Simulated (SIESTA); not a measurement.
The system is Cu.

```
Cu
1.0
     2.53410    0.00000    0.00000
    -1.26705    2.19459    0.00000
     0.00000    0.00000    4.11257
Cu
2
Direct
  0.66667 0.33333 0.75000
  0.33333 0.66667 0.25000
```

This isn't the form of Cu at room conditions, which is fcc.

Base run:

* Program: SIESTA 5.4.2
* Functional: PBEsol
* Potentials or basis: PseudoDojo 0.4 standard (PBEsol files)
* Basis: TZDP (energy shift 0.003 Ry; two zetas on semicore shells)
* Grid cutoff: 800 Ry
* Energy shift: 0.003 Ry
* k mesh: 12 × 12 × 7
* Occupations: fermi-dirac, width 0.05 eV
* Spin: no spin polarisation

Its results: band gap on the k mesh none (metal or under the smearing width); pressure -2.0 GPa.

Question: The run is repeated on the same cell with these changes: basis from TZDP (energy shift 0.003 Ry; two zetas on semicore shells) to SZ (energy shift 0.003 Ry). What comes out?

Answer: Band gap on the k mesh none (metal or under the smearing width); pressure 39.6 GPa.

Caveats: short orbitals over semicore shells can move pressures by several GPa; the basis of atomic orbitals isn't converged, which shifts pressures, moduli and gaps; the basis has no polarisation orbitals (some runs); a pressure of tens of GPa on the cell as given is suspect, and the run, the potentials or the cell itself is likely at fault (some runs).
